Ansatz 0.2.0, all-electron LAPW, PBE, scalar-relativistic, Fermi-Dirac smearing of 0.03 to 0.08 eV: ten elements in fixed two-atom cells, space group P6_3/mmc. Electron counts are Löwdin populations of the free atom's outermost s and d shells (n/a: no d shell counted). Only Co and Ni were computed with spin, from a parallel start; "none" marks runs without spin.

```csv
element,Z,group,period,cell,volume (Å³/atom),shortest distance from M (Å),outer s electrons on M (e),outer d electrons on M (e),largest site moment (muB)
C,6,14,2,relaxed with PAW,6.959,2.13,1.60,n/a,none
Si,14,14,3,relaxed with PAW,14.33,2.69,1.43,n/a,none
P,15,15,3,relaxed with PAW,14.54,2.71,1.84,n/a,none
Ti,22,4,4,measured cell (COD),17.66,2.90,0.91,3.00,none
Co,27,9,4,relaxed with PAW,10.87,2.48,0.98,7.82,1.68
Ni,28,10,4,relaxed with PAW,10.93,2.48,0.99,8.81,0.68
Cu,29,11,4,relaxed with PAW,11.96,2.56,1.06,9.80,none
Ge,32,14,4,relaxed with PAW,19.38,2.98,1.70,n/a,none
Ru,44,8,5,relaxed with PAW,13.76,2.66,0.80,7.17,none
Ir,77,9,6,relaxed with PAW,14.56,2.73,0.98,7.84,none
```

## One electron outside, and two breaks of a quarter

In the six transition metals of this table about one valence electron per atom is left outside the d count, from group 4 to group 11. That is the figure worth remembering from this table. Two elements depart from the smooth run of their neighbours by 0.2 to 0.3 electron: ruthenium holds too many d electrons, and silicon too few s electrons. For both, the first thing to ask is how much energy it costs an atom to move an electron out of its s shell, though for silicon this turns out to be only part of the answer.

The counts are Löwdin populations: the electrons of the solid are shared out among orbitals that resemble those of the free atom. M in the column heads is the atom on the one kind of site that these cells have. Of the ten elements, only titanium, cobalt and ruthenium take this structure under ordinary conditions; for the others it is a structure set up for comparison. The sharing is a convention, so a difference of 0.01 electron between two metals has no chemical meaning, while one of 0.2 deserves an explanation.

## Why the d count follows the group

Let $g$ be the group number, which for a transition metal is also the number of valence electrons, and $n_d$ the count of outer d electrons. If about one electron always stays outside the d shell, then

$$n_d \approx g-1 .$$

The physics behind this is a balance. The d states form a narrow, crowded band that lies within a wide s band, and both are filled up to the same level. If the d shell takes up too much charge, its electrons repel each other, the d band rises and charge flows back to s. The next element brings one more proton, which pulls the d band down again and makes room for one more d electron.

The four metals of the 3d row follow this closely. A straight line of the d count against the group, fitted to titanium, cobalt, nickel and copper, rises by 0.97 electron per group and misses none of them by more than about 0.02. Cobalt and nickel are ferromagnetic here, and the other two were computed without spin. The populations add the two spin directions, so this probably matters little for the line, though it wasn't tested.

Copper shows what the counts can't do. Its d band is known to be full, yet its d count is 9.80. Mixing with s and p states is expected to carry a little d character above the Fermi level, where it isn't counted. The orbital set of the metals also has no outer p shell, so the s and d counts together miss some of the charge. The model is therefore used to compare metals, not to count holes in a d shell.

## Ruthenium: the estimate in full

Ruthenium (4d) and iridium (5d) were kept out of the fit because their d shells are different ones. The line for the 3d row can thus be asked what a metal of group 8 would hold if its d shell behaved like 3d:

$$n_d \approx -0.886 + 0.9698\times 8 \approx 6.87 .$$

The calculation gives 7.17, so ruthenium has 0.30 d electron too many.

The weak part of the line is the stretch between group 4 and group 9, where the table has no 3d metal. It leans on titanium, whose measured cell is somewhat too large for this functional. Yet a line through the other three metals alone gives 6.83 for group 8, so the break doesn't depend on titanium. When each of the four metals is left out in turn and predicted from the other three, the typical error is 0.07 electron, about a quarter of the break. The break can also be seen without any line: ruthenium has 0.83 valence electron outside its d count, and the other five metals have between 1.00 and 1.20.

Part of the extra d charge has a counterpart in the s shell. Ruthenium's s count of 0.80 is the lowest of the six metals and lies 0.18 below a similar line for the s electrons. The remaining 0.12 is charge that in the 3d metals belongs to neither count and is probably p-like. More than half of the break is thus matched by a loss from the s shell.

## Why 4d takes more than 3d

The 3d shell is the first d shell of the periodic table. With no inner d shell to stay clear of, it lies close to the nucleus, and its electrons are crowded together. One more 3d electron therefore costs much repulsion. The 4d shell has to be orthogonal to 3d, reaches further out and gives its electrons more room, so the balance between s and d settles with more charge in d.

Free atoms show the same preference. Iron, the 3d element of group 8, has the ground configuration $3d^6 4s^2$, while ruthenium has $4d^7 5s^1$. In the solid the change is a fraction of an electron instead of a whole one, because bands can be filled in part.

Iridium is a useful comparison. Its 5d shell is wide too, yet it lies on the line, within the accuracy of the model. A likely explanation is relativity: in a heavy atom the 6s electrons are bound more tightly, and the 5d electrons, better shielded from the nucleus, are bound less tightly. This moves the balance back towards s. The same shift could also hide charge that a wide d orbital merely collects from neighbouring atoms when the electrons are shared out, so iridium can't rule out that part of ruthenium's excess arises in this way.

The table agrees with this account but doesn't prove it. Relativity was never switched off for comparison, and the run for iridium lacks spin-orbit coupling, which reshapes its 5d bands. Ruthenium is also the only 4d metal here, so the numbers establish a break for one element, and atomic physics argues that it belongs to the row.

## Silicon: the s pair that opens most

Carbon, silicon and germanium all start from a free atom with two s and two p electrons. In this close-packed structure they are metals, not the familiar materials with four directed bonds. Down the group the s count runs 1.60, 1.43, 1.70. Silicon lies 0.22 electron below the midpoint of its two neighbours, so the run changes direction there.

Again the price of leaving the s shell matters. Let $\Delta$ be the energy gap between the s and p levels of the atom, and $t$ the coupling (hopping) between an s orbital and the p orbitals of its neighbours. For weak coupling the s state acquires a p part of amplitude $t/\Delta$, and the charge lost from the s pair grows as

$$2-n_s \propto \left(\frac{t}{\Delta}\right)^2 ,$$

where $n_s$ is the count of outer s electrons. A small gap opens the pair.

Silicon has the smallest gap of the three: as rough recalled values, 7 eV against about 8 eV for the other two. Carbon's valence shell is small and close to the nucleus, which makes the energy differences within it large. In germanium the filled 3d shell shields the nucleus poorly. The 4s electrons, which come closer to the nucleus than 4p, gain most from this, and the gap widens again.

## How far the simple formula goes

With the same coupling for all three and the scale set by silicon, the gap alone gives the right direction on both sides. It predicts a loss of 0.37 electron for carbon, where the calculation has 0.40, and 0.41 for germanium, where it has 0.30. The close match for carbon should not be trusted, as the next step shows.

Coupling also depends on distance, and a simple rule lets it fall as one over the distance squared. This improves germanium, to 0.27. For carbon it predicts a loss of 0.94 electron, more than twice the computed value, and so puts carbon on the wrong side of silicon.

Part of the reason may be that carbon is stretched far beyond its natural bond. Its neighbours are 2.13 Å away, about 1.4 times the bond length in diamond, while for silicon and germanium the same ratio is only 1.1 to 1.2. At such a distance the coupling is expected to be weaker than this simple rule says.

The computed bands suggest that this isn't enough. The two lowest valence bands, which grow mainly out of the s orbitals, together span about 14 eV in carbon, 11 eV in silicon and 8 eV in germanium. Taken as a rough measure of the coupling, these widths still put carbon on the wrong side of silicon. Gap and coupling together thus give the right direction from silicon to germanium, while the reason why carbon also keeps more of its s pair stays open. Moreover, silicon loses over a quarter of its s pair, which is too much for a formula made for weak mixing, so its sizes shouldn't be trusted even where the direction is right.

Phosphorus has almost the same volume per atom as silicon but keeps 0.41 more s electron. Its s-p gap is wider, and its fifth valence electron fills states higher in the bands, some of which probably return s character to the atom. Both effects would raise the s count, and one row can't tell their shares apart.

For a neighbouring element, then, the first thing to ask is what it costs to take an electron out of the s shell. A roomy d shell or a nearby p level makes this cheap and tends to lower the s count; a deeply bound s level tends to raise it. The coupling to the neighbours comes next, and carbon warns that a simple estimate of the two can still fail. The fitted lines and the estimates for group 14 are in the output below.

Numerical output:

```
fit of n_d on 4 rows (tm3): constant -0.886 +/- 0.035, coefficient of group 0.9698 +/- 0.0039; rms 0.0148, worst Co 0.0224, leave-one-out rms 0.0688
  rows outside the fit (model, value, miss): Ru 6.873, 7.17, -0.297; Ir 7.842, 7.84, 0.00241
fit of ns_tm on 4 rows (tm3): constant 0.8297 +/- 0.047, coefficient of group 0.01828 +/- 0.0053; rms 0.0201, worst Cu -0.0293, leave-one-out rms 0.0776
  rows outside the fit (model, value, miss): Ru 0.9759, 0.8, 0.176; Ir 0.9941, 0.98, 0.0141
Ru, d electrons above the 3d line (e): 0.2974
Ir, d electrons above the 3d line (e): -0.002414
Ru, s electrons below the 3d-row s line (e): 0.1759
Ir, s electrons below the 3d-row s line (e): 0.01414
Ru, part of the d gain not matched by the s loss (e): 0.1216
Ru, valence electrons outside the d count (e): 0.83
other metals, fewest valence electrons outside the d count (e): 1
other metals, most valence electrons outside the d count (e): 1.2
Si, outer s electrons below the midpoint of C and Ge (e): 0.22
C, s electrons missing from a full pair (e): 0.4
Si, s electrons missing from a full pair (e): 0.57
Ge, s electrons missing from a full pair (e): 0.3
C, missing s electrons estimated from the gap alone, scaled to Si (e): 0.3714
Ge, missing s electrons estimated from the gap alone, scaled to Si (e): 0.41
C, the same estimate with hopping as 1/d^2 (e): 0.9448
Ge, the same estimate with hopping as 1/d^2 (e): 0.2722
C, distance here over covalent bond length (ratio): 1.42
Si, distance here over covalent bond length (ratio): 1.121
Ge, distance here over covalent bond length (ratio): 1.192
P less Si, outer s electrons (e): 0.41
```
